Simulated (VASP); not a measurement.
Write the native input for VASP 6.6.1 that does the following.

* Task: relaxation of cell and atoms
* Functional: PBE
* Dispersion: MBD
* Potentials or basis: VASP PAW PBE potentials, release 64 (Si)
* Cutoff: 600 eV
* k mesh: 8 × 8 × 10
* Occupations: fermi-dirac, width 0.05 eV
* Spin: no spin polarisation
* Further INCAR settings: ALGO = Fast; EDIFF = 1e-06; IBRION = 2; EDIFFG = -0.01; NSW = 40; ISIF = 3

The structure of Si lies in POSCAR:

```
Si
1.0
    4.1209500000      0.0000000000      0.0000000000
   -2.0604700000      3.5688500000      0.0000000000
    0.0000000000      0.0000000000      2.6547900000
Si
2
Direct
    0.3333300000      0.6666700000      0.5000000000
    0.6666700000      0.3333300000      0.5000000000
```

The cell was built by a generator and needn't be a form met in nature.

These files were run (other wordings do the same):

INCAR

```
SYSTEM = Si
PREC = Accurate
ENCUT = 600
EDIFF = 1E-6
ISMEAR = -1
SIGMA = 0.05
LREAL = .FALSE.
LASPH = .TRUE.
NELM = 80
ALGO = Fast
ISIF = 3
LWAVE = .FALSE.
LCHARG = .FALSE.
GGA = PE
IVDW = 202
IBRION = 2
NSW = 40
EDIFFG = -0.01
```

KPOINTS

```
regular mesh
0
G
  8 8 10
  0 0 0
```

Potentials or basis: VASP PAW PBE potentials, release 64 (Si).

Launch:

```console
$ cat potpaw_PBE.64/Si/POTCAR > POTCAR
$ mpirun -np 1 vasp_std > vasp.out
```

It gave:

- Relaxed volume: 19.03 Å³/atom
- Relaxed cell: a = 4.091 Å, b = 4.091 Å, c = 2.626 Å, α = 90.00°, β = 90.00°, γ = 120.00°
- Space group after relaxing (to 0.05 Å): P6/mmm (No. 191)
- Energy gained by relaxing: 3.1 meV/atom
- Ionic steps: 5
- Pressure after relaxing: 0.0 GPa
- Band gap on the k mesh: none (metal or under the smearing width)
- Dispersion energy per atom: -0.284 eV

Run time: 80 s on 1 thread of Intel(R) Xeon(R) 6975P-C (Granite Rapids), with other jobs on the host, peak memory 0.2 GiB.
